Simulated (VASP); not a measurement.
# Vibrations of GaP at several levels of theory, part 2 of 3

How much do the zone-centre frequencies of GaP depend on the functional? The starting structure is a measured crystal structure from the Crystallography Open Database.

VASP 6.6.1.

Results so far: LDA T2 364.7 cm⁻¹.

## Step 3: Modes with LDA at the measured cell

Level of this step: LDA; plane waves and PAW (Ga_d, P) (VASP).

A relaxation of the atoms in the fixed cell, not shown, had nothing to move.

The input, INCAR:

```
SYSTEM = GaP
PREC = Accurate
ENCUT = 450
EDIFF = 1E-08
NELM = 100
ISMEAR = 0
SIGMA = 0.03
LREAL = .FALSE.
ALGO = Normal
GGA = CA
LORBIT = 11
LWAVE = .FALSE.
LCHARG = .FALSE.
KPAR = 2
IBRION = 8
LEPSILON = .TRUE.
ISIF = 2
```

The input, POSCAR:

```
GaP
1.0
    0.0000000000      2.7252500000      2.7252500000
    2.7252500000      0.0000000000      2.7252500000
    2.7252500000      2.7252500000      0.0000000000
Ga P
1 1
Direct
    0.0000000000      0.0000000000      0.0000000000
    0.7500000000      0.7500000000      0.7500000000
```

The input, KPOINTS:

```
Automatic mesh
0
Gamma
8 8 8
0 0 0
```

The projector-augmented-wave data sets are Ga_d and P (LDA family, release 64).

Launch:

```console
> mpirun -np 2 vasp_std
```

The program printed:

```text
[... set-up lines as in an earlier step ...]
 entering main loop
       N       E                     dE             d eps       ncg     rms          rms(c)
DAV:   1     0.725078245912E+02    0.72508E+02   -0.88503E+03   775   0.181E+03
DAV:   2    -0.510623001695E+01   -0.77614E+02   -0.74234E+02   834   0.302E+02
DAV:   3    -0.106584434528E+02   -0.55522E+01   -0.55272E+01   924   0.714E+01
DAV:   4    -0.107571285326E+02   -0.98685E-01   -0.98629E-01   948   0.105E+01
[...]
DAV:  12    -0.104398326236E+02    0.19937E-06   -0.74239E-07   985   0.124E-02    0.387E-03
DAV:  13    -0.104398326245E+02   -0.97862E-09   -0.15087E-07   904   0.397E-03    0.546E-04
DAV:  14    -0.104398326229E+02    0.16298E-08   -0.78949E-09   552   0.152E-03
   1 F= -.10439833E+02 E0= -.10439833E+02  d E =-.399075E-14
 Linear response reoptimize wavefunctions to high precision
DAV:   1    -0.104398326232E+02   -0.25557E-09   -0.23241E-09   793   0.506E-04
DAV:   2    -0.104398326231E+02    0.19099E-10   -0.17507E-10   432   0.126E-04
 Linear response G [H, r] |phi>, progress :
  Direction:   1
[...]
RMM:  16    -0.165249367090E+00    0.11300E-07   -0.64771E-07  3526   0.915E-06    0.894E-08
 first order change of Fermi-energy  -0.14324E-02
 force on displaced ion       1 direction 1 :  -9.737  -0.000  -0.000
 Born effective charge ion    1 direction 1 :   2.102   0.000   0.000
 Linear response progress:
  Degree of freedom:   2/  2
       N       E                     dE             d eps       ncg     rms          rms(c)
RMM:   1    -0.509085851355E-01   -0.50909E-01    0.41025E-03  5377   0.204E+00
RMM:   2    -0.473266460502E-01    0.35819E-02   -0.69809E-03  4347   0.610E-01    0.120E-01
RMM:   3    -0.473332778338E-01   -0.66318E-05   -0.56231E-04  4819   0.191E-01    0.582E-02
RMM:   4    -0.475840228418E-01   -0.25075E-03   -0.12796E-04  4694   0.785E-02    0.111E-02
[...]
RMM:  13    -0.475747702280E-01    0.42073E-07    0.32493E-09  4644   0.895E-06    0.142E-06
RMM:  14    -0.475747876985E-01   -0.17471E-07    0.53701E-11  3395   0.372E-06    0.419E-07
RMM:  15    -0.475747929550E-01   -0.52564E-08    0.46418E-11  1968   0.203E-06    0.418E-08
 first order change of Fermi-energy   0.12831E-02
 force on displaced ion       2 direction 1 :  -9.696  -0.000  -0.000
 Born effective charge ion    2 direction 1 :  -2.250   0.000   0.000
 Born effective charges drift removed
 Linear response finished
```

The job ended after 2 min (2 MPI ranks of Intel Xeon 6975P-C (Granite Rapids), shared host; peak memory 0.46 GiB; 3.9 min of CPU time).

OUTCAR, selected parts (step 3):

```text
  Total       -0.6886035     -0.6886035     -0.6886035      0.0000000      0.0000000      0.0000000
  in kB      -27.2540319    -27.2540319    -27.2540319      0.0000000      0.0000000      0.0000000
  external PRESSURE =     -27.2540319 kB  Pullay stress =       0.0000000 kB

 POSITION                                       TOTAL-FORCE (eV/Angst)
 -----------------------------------------------------------------------------------
      0.00000      0.00000      0.00000        -0.000000     -0.000000     -0.000000
      4.08788      4.08788      4.08788         0.000000      0.000000      0.000000
 -----------------------------------------------------------------------------------
    total drift:                               -0.000001     -0.000001     -0.000000

 MACROSCOPIC STATIC DIELECTRIC TENSOR (including local field effects in DFT)
 ------------------------------------------------------
          11.910725    -0.000000     0.000000
          -0.000000    11.910725    -0.000000
           0.000000     0.000000    11.910725
 ------------------------------------------------------

 MACROSCOPIC STATIC DIELECTRIC TENSOR IONIC CONTRIBUTION
 ------------------------------------------------------
           2.185188     0.000000     0.000000
           0.000000     2.185188     0.000000
           0.000000     0.000000     2.185188
 ------------------------------------------------------

[... 1 part as in an earlier step ...]

[... 1 further part left out ...]
```

With LDA at the measured cell the mode is T2 350.9 cm⁻¹, -13.8 cm⁻¹ from LDA.

## Step 4: Modes with PBEsol

PBEsol restores the gradient expansion of exchange and is tuned for the cells of solids. The cell comes from a relaxation at this level, not shown (40.14 Å³).

Changes to INCAR since step 3:

```diff
@@ -9,3 +9,3 @@
 ALGO = Normal
-GGA = CA
+GGA = PS
 LORBIT = 11
```

The input, POSCAR:

```
GaP
1.0
    0.0000000000      2.7175227366      2.7175227366
    2.7175227366      0.0000000000      2.7175227366
    2.7175227366      2.7175227366      0.0000000000
Ga P
1 1
Direct
    0.0000000000      0.0000000000      0.0000000000
    0.7500000000      0.7500000000      0.7500000000
```

KPOINTS is that of step 3.

Potentials, in the order of the species: Ga_d and P (PBE family, release 64).

Launch:

```console
> mpirun -np 2 vasp_std
```

The program printed:

```text
[banner, memory and clock lines left out]
running    2 mpi-ranks, on    1 nodes
[...]
|                                                                             |
|               ----> ADVICE to this user running VASP <----                  |
|                                                                             |
|     You enforced a specific xc type in the INCAR file but a different       |
|     [... a line on the potential file left out ...]
|     I HOPE YOU KNOW WHAT YOU ARE DOING!                                     |
|                                                                             |

 LDA part: xc-table for (Slater+PW92), standard interpolation
 POSCAR, INCAR and KPOINTS ok, starting setup
[...]
entering main loop
       N       E                     dE             d eps       ncg     rms          rms(c)
DAV:   1     0.765519698444E+02    0.76552E+02   -0.88546E+03   762   0.187E+03
DAV:   2    -0.422514746989E+01   -0.80777E+02   -0.77686E+02   824   0.308E+02
[...]
RMM:  18    -0.163277830024E+00    0.14650E-08   -0.22278E-07  3455   0.555E-06    0.245E-08
 first order change of Fermi-energy   0.68071E-02
 force on displaced ion       1 direction 1 : -10.035   0.000   0.000
 Born effective charge ion    1 direction 1 :   2.117   0.000   0.000
 Linear response progress:
  Degree of freedom:   2/  2
       N       E                     dE             d eps       ncg     rms          rms(c)
RMM:   1    -0.503438182561E-01   -0.50344E-01    0.89809E-03  5337   0.207E+00
RMM:   2    -0.470496021188E-01    0.32942E-02   -0.69815E-03  4360   0.615E-01    0.117E-01
RMM:   3    -0.470955672192E-01   -0.45965E-04   -0.54334E-04  4828   0.189E-01    0.581E-02
RMM:   4    -0.473963380085E-01   -0.30077E-03   -0.12306E-04  4705   0.766E-02    0.110E-02
[...]
RMM:  11    -0.473932163014E-01   -0.40475E-07    0.46624E-09  4909   0.540E-05    0.688E-06
RMM:  12    -0.473932328492E-01   -0.16548E-07    0.45592E-10  4850   0.226E-05    0.203E-06
RMM:  13    -0.473932290403E-01    0.38089E-08    0.14278E-09  4631   0.901E-06    0.108E-06
 first order change of Fermi-energy  -0.64099E-02
 force on displaced ion       2 direction 1 :  -9.983  -0.000  -0.000
 Born effective charge ion    2 direction 1 :  -2.253   0.000   0.000
 Born effective charges drift removed
 Linear response finished
```

The job ended after 2.6 min (2 MPI ranks; peak memory 0.48 GiB).

From OUTCAR (step 4):

```text
  Total       -0.0004982     -0.0004982     -0.0004982      0.0000000     -0.0000000      0.0000000
  in kB       -0.0198870     -0.0198870     -0.0198870      0.0000000     -0.0000000      0.0000000
  external PRESSURE =      -0.0198870 kB  Pullay stress =       0.0000000 kB

 POSITION                                       TOTAL-FORCE (eV/Angst)
 -----------------------------------------------------------------------------------
      0.00000      0.00000      0.00000        -0.000000     -0.000000     -0.000000
      4.07628      4.07628      4.07628         0.000000      0.000000      0.000000
 -----------------------------------------------------------------------------------
    total drift:                               -0.000001     -0.000001     -0.000000

 MACROSCOPIC STATIC DIELECTRIC TENSOR (including local field effects in DFT)
 ------------------------------------------------------
          11.469366     0.000000     0.000000
           0.000000    11.469366     0.000000
           0.000000     0.000000    11.469366
 ------------------------------------------------------

 MACROSCOPIC STATIC DIELECTRIC TENSOR IONIC CONTRIBUTION
 ------------------------------------------------------
           2.156369    -0.000000    -0.000000
          -0.000000     2.156369    -0.000000
          -0.000000    -0.000000     2.156369
 ------------------------------------------------------

[... 1 part as in an earlier step ...]

[... 1 further part left out ...]
```

With PBEsol the mode is T2 356.1 cm⁻¹, -8.6 cm⁻¹ from LDA.

## Step 5: Modes with PBE

PBE, the usual starting point, adds the gradient of the density. The cell comes from a relaxation at this level, not shown (41.67 Å³).

Changes to INCAR since step 4:

```diff
@@ -9,3 +9,3 @@
 ALGO = Normal
-GGA = PS
+GGA = PE
 LORBIT = 11
```

The input, POSCAR:

```
GaP
1.0
    0.0000000000      2.7516506864      2.7516506864
    2.7516506864      0.0000000000      2.7516506864
    2.7516506864      2.7516506864      0.0000000000
Ga P
1 1
Direct
    0.0000000000      0.0000000000      0.0000000000
    0.7500000000      0.7500000000      0.7500000000
```

KPOINTS is that of step 4.

Launch:

```console
> mpirun -np 2 vasp_std
```

The program printed:

```text
[banner, memory and clock lines left out]
running    2 mpi-ranks, on    1 nodes
[...]
LDA part: xc-table for (Slater+PW92), standard interpolation
 POSCAR, INCAR and KPOINTS ok, starting setup
[...]
entering main loop
       N       E                     dE             d eps       ncg     rms          rms(c)
DAV:   1     0.767215138045E+02    0.76722E+02   -0.86567E+03   762   0.184E+03
DAV:   2    -0.376095830592E+01   -0.80482E+02   -0.77515E+02   849   0.313E+02
DAV:   3    -0.928012323005E+01   -0.55192E+01   -0.54945E+01   919   0.705E+01
DAV:   4    -0.938370346180E+01   -0.10358E+00   -0.10355E+00   929   0.108E+01
[...]
DAV:  13    -0.912249645639E+01   -0.40504E-06   -0.14022E-06   854   0.117E-02    0.176E-03
DAV:  14    -0.912249642548E+01    0.30909E-07   -0.92175E-08   954   0.350E-03    0.156E-03
DAV:  15    -0.912249642010E+01    0.53833E-08   -0.91434E-09   600   0.930E-04
   1 F= -.91224964E+01 E0= -.91224964E+01  d E =-.706013E-19
 Linear response reoptimize wavefunctions to high precision
[...]
RMM:  17    -0.162849043502E+00    0.27884E-07   -0.19903E-07  3601   0.684E-06    0.579E-08
 first order change of Fermi-energy   0.35746E-02
 force on displaced ion       1 direction 1 :  -9.391   0.000   0.000
 Born effective charge ion    1 direction 1 :   2.198   0.000   0.000
 Linear response progress:
  Degree of freedom:   2/  2
       N       E                     dE             d eps       ncg     rms          rms(c)
RMM:   1    -0.506909172033E-01   -0.50691E-01    0.96139E-03  5318   0.199E+00
RMM:   2    -0.473254804426E-01    0.33654E-02   -0.67083E-03  4368   0.585E-01    0.116E-01
RMM:   3    -0.474069159304E-01   -0.81435E-04   -0.46931E-04  4805   0.177E-01    0.581E-02
RMM:   4    -0.477487277969E-01   -0.34181E-03   -0.11082E-04  4683   0.749E-02    0.115E-02
[...]
RMM:  11    -0.477551009950E-01   -0.67563E-07    0.34166E-09  4868   0.612E-05    0.125E-05
RMM:  12    -0.477551154217E-01   -0.14427E-07    0.17243E-09  4904   0.252E-05    0.464E-06
RMM:  13    -0.477551105355E-01    0.48862E-08    0.56427E-10  4814   0.942E-06    0.122E-06
 first order change of Fermi-energy  -0.31447E-02
 force on displaced ion       2 direction 1 :  -9.388  -0.000  -0.000
 Born effective charge ion    2 direction 1 :  -2.329   0.000   0.000
 Born effective charges drift removed
 Linear response finished
```

Wall time 3 min (2 MPI ranks); peak memory 0.5 GiB; 6 min of CPU time.

OUTCAR, selected parts (step 5):

```text
  Total        0.0070039      0.0070039      0.0070039     -0.0000000      0.0000000     -0.0000000
  in kB        0.2693025      0.2693025      0.2693025     -0.0000000      0.0000000     -0.0000000
  external PRESSURE =       0.2693025 kB  Pullay stress =       0.0000000 kB

 POSITION                                       TOTAL-FORCE (eV/Angst)
 -----------------------------------------------------------------------------------
      0.00000      0.00000      0.00000        -0.000000     -0.000000     -0.000000
      4.12748      4.12748      4.12748         0.000000      0.000000      0.000000
 -----------------------------------------------------------------------------------
    total drift:                               -0.000003     -0.000003     -0.000003

 MACROSCOPIC STATIC DIELECTRIC TENSOR (including local field effects in DFT)
 ------------------------------------------------------
          11.573416    -0.000000     0.000000
           0.000000    11.573416    -0.000000
          -0.000000    -0.000000    11.573416
 ------------------------------------------------------

 MACROSCOPIC STATIC DIELECTRIC TENSOR IONIC CONTRIBUTION
 ------------------------------------------------------
           2.376026     0.000000     0.000000
           0.000000     2.376026     0.000000
           0.000000     0.000000     2.376026
 ------------------------------------------------------

[... 1 part as in an earlier step ...]

[... 1 further part left out ...]
```

With PBE the mode is T2 345.0 cm⁻¹, -19.7 cm⁻¹ from LDA.

## Step 6: Modes with PBEsol + D3(BJ)

D3 with Becke-Johnson damping keeps a finite attraction at short range. The cell comes from a relaxation at this level, not shown (39.10 Å³).

Changes to INCAR since step 5:

```diff
@@ -9,3 +9,4 @@
 ALGO = Normal
-GGA = PE
+GGA = PS
+IVDW = 12
 LORBIT = 11
@@ -14,4 +15,6 @@
 KPAR = 2
-IBRION = 8
-LEPSILON = .TRUE.
+IBRION = 6
+NFREE = 2
+POTIM = 0.015
+NSW = 1
 ISIF = 2
```

The input, POSCAR:

```
GaP
1.0
    0.0000000000      2.6938574158      2.6938574158
    2.6938574158      0.0000000000      2.6938574158
    2.6938574158      2.6938574158      0.0000000000
Ga P
1 1
Direct
    0.0000000000      0.0000000000      0.0000000000
    0.7500000000      0.7500000000      0.7500000000
```

KPOINTS is that of step 5.

Launch:

```console
> mpirun -np 2 vasp_std
```

The program printed:

```text
[banner, memory and clock lines left out]
running    2 mpi-ranks, on    1 nodes
[...]
[... a notice as in an earlier step ...]

 LDA part: xc-table for (Slater+PW92), standard interpolation
 POSCAR, INCAR and KPOINTS ok, starting setup
[...]
entering main loop
       N       E                     dE             d eps       ncg     rms          rms(c)
DAV:   1     0.743444449813E+02    0.74344E+02   -0.87382E+03   762   0.183E+03
DAV:   2    -0.467719460876E+01   -0.79022E+02   -0.76224E+02   829   0.307E+02
DAV:   3    -0.101200801130E+02   -0.54429E+01   -0.54111E+01   949   0.712E+01
DAV:   4    -0.102097579464E+02   -0.89678E-01   -0.89628E-01   915   0.101E+01
[...]
DAV:  14    -0.991305976107E+01    0.36842E-07   -0.17879E-08   741   0.171E-03    0.660E-04
DAV:  15    -0.991305974920E+01    0.11870E-07   -0.53429E-09   512   0.556E-04    0.243E-05
DAV:  16    -0.991305974848E+01    0.72396E-09   -0.73019E-10   407   0.300E-04
   1 F= -.10495383E+02 E0= -.10495383E+02  d E =-.134180E-22
[... from here on, the cycles between the ionic steps are left out ...]
   2 F= -.10494185E+02 E0= -.10494185E+02  d E =-.593800E-17
   3 F= -.10494185E+02 E0= -.10494185E+02  d E =-.598838E-17
   4 F= -.10494187E+02 E0= -.10494187E+02  d E =-.602361E-17
   5 F= -.10494187E+02 E0= -.10494187E+02  d E =-.600484E-17
 Finite differences progress:
  Degree of freedom:   2/  2
  Displacement:        2/  2
  Total:               4/  4
```

Run time: 46 s. Hardware: 2 MPI ranks; peak memory 0.41 GiB; 88 s of CPU time.

From OUTCAR (step 6):

```text
 Edisp (eV)   -0.58232

 Edisp (eV)   -0.58232

  Total       0.00073     0.00363     0.00363     0.00000    -0.13008     0.00000
  in kB       0.02972     0.14867     0.14867     0.00000    -5.33058     0.00000
  external pressure =        0.11 kB  Pullay stress =        0.00 kB

 POSITION                                       TOTAL-FORCE (eV/Angst)
 -----------------------------------------------------------------------------------
      0.00000      0.00000      0.00000        -0.159541      0.000000      0.000000
      4.02579      4.04079      4.04079         0.159541      0.000000      0.000000
 -----------------------------------------------------------------------------------
    total drift:                               -0.000117     -0.000001     -0.000001

  FREE ENERGIE OF THE ION-ELECTRON SYSTEM (eV)
  ---------------------------------------------------
  free  energy   TOTEN  =       -10.4941866035 eV

  energy  without entropy=      -10.4941866035  energy(sigma->0) =      -10.49418660

[... 1 part as in an earlier step ...]

[... 2 further parts left out ...]
[key lines of the parts left out:]
E-fermi :   5.1385
```

The last energy, forces and stress in OUTCAR belong to the last displaced cell, not to that of POSCAR.

With PBEsol + D3(BJ) the mode is T2 367.3 cm⁻¹, +2.6 cm⁻¹ from LDA.

## Step 7: Modes with r2SCAN

r2SCAN adds the kinetic-energy density, costs more than a GGA and is run with LASPH. The cell comes from a relaxation at this level, not shown (40.43 Å³).

Changes to INCAR since step 6:

```diff
@@ -9,4 +9,4 @@
 ALGO = Normal
-GGA = PS
-IVDW = 12
+METAGGA = R2SCAN
+LASPH = .TRUE.
 LORBIT = 11
```

The input, POSCAR:

```
GaP
1.0
    0.0000000000      2.7241970356      2.7241970356
    2.7241970356      0.0000000000      2.7241970356
    2.7241970356      2.7241970356      0.0000000000
Ga P
1 1
Direct
    0.0000000000      0.0000000000      0.0000000000
    0.7500000000      0.7500000000      0.7500000000
```

KPOINTS is that of step 6.

Launch:

```console
> mpirun -np 2 vasp_std
```

The program printed:

```text
[banner, memory and clock lines left out]
running    2 mpi-ranks, on    1 nodes
[...]
[... a notice as in an earlier step ...]

 LDA part: xc-table for (None), standard interpolation
 POSCAR, INCAR and KPOINTS ok, starting setup
[...]
entering main loop
       N       E                     dE             d eps       ncg     rms          rms(c)
DAV:   1     0.609353948911E+02    0.60935E+02   -0.90675E+03   775   0.187E+03
DAV:   2    -0.180478041532E+02   -0.78983E+02   -0.75765E+02   839   0.312E+02
DAV:   3    -0.236451738199E+02   -0.55974E+01   -0.55743E+01   924   0.738E+01
DAV:   4    -0.237379480296E+02   -0.92774E-01   -0.92729E-01   961   0.104E+01
[...]
DAV:  13    -0.214619768636E+02   -0.45518E-06   -0.22875E-07  1002   0.764E-03    0.115E-03
DAV:  14    -0.214619772871E+02   -0.42346E-06   -0.15890E-08   687   0.139E-03    0.740E-04
DAV:  15    -0.214619772891E+02   -0.20532E-08   -0.18029E-08   533   0.339E-03
   1 F= -.21461977E+02 E0= -.21461977E+02  d E =-.805441E-18
[... from here on, the cycles between the ionic steps are left out ...]
   2 F= -.21460849E+02 E0= -.21460849E+02  d E =-.340850E-12
   3 F= -.21460854E+02 E0= -.21460854E+02  d E =-.348036E-12
   4 F= -.21460824E+02 E0= -.21460824E+02  d E =-.361852E-12
   5 F= -.21460820E+02 E0= -.21460820E+02  d E =-.352768E-12
 Finite differences progress:
  Degree of freedom:   2/  2
  Displacement:        2/  2
  Total:               4/  4
```

It took 3.7 min on 2 MPI ranks; peak memory 0.42 GiB; 7.2 min of CPU time.

OUTCAR, selected parts (step 7):

```text
  Total        0.0005584      0.0030657      0.0030657      0.0000000     -0.1122672      0.0000000
  in kB        0.0221270      0.1214762      0.1214762      0.0000000     -4.4485445      0.0000000
  external PRESSURE =       0.0883598 kB  Pullay stress =       0.0000000 kB

 POSITION                                       TOTAL-FORCE (eV/Angst)
 -----------------------------------------------------------------------------------
      0.00000      0.00000      0.00000        -0.154628      0.000000      0.000000
      4.07130      4.08630      4.08630         0.154628     -0.000000     -0.000000
 -----------------------------------------------------------------------------------
    total drift:                               -0.001887      0.000006      0.000006

  FREE ENERGIE OF THE ION-ELECTRON SYSTEM (eV)
  ---------------------------------------------------
  free  energy   TOTEN  =       -21.4608202535 eV

  energy  without entropy=      -21.4608202535  energy(sigma->0) =      -21.46082025

[... 1 part as in an earlier step ...]

[... 2 further parts left out ...]
[key lines of the parts left out:]
E-fermi :   4.6493
```

With r2SCAN the mode is T2 360.2 cm⁻¹, -4.5 cm⁻¹ from LDA.

(Part 2 of 3 ends here.)

[Lines on the potential files, build, host, timing and source positions are cut from VASP's logs without a mark.]

[Logs are printed without paths, hosts, clocks, repeated set-up lines and the standing remarks that a program may print on its own settings, such as how far it seeks lower states.]

[Hosts, paths, dates, database ids (printed as entryN), source tags and the programs' standing remarks are cut or masked in the printed files.]
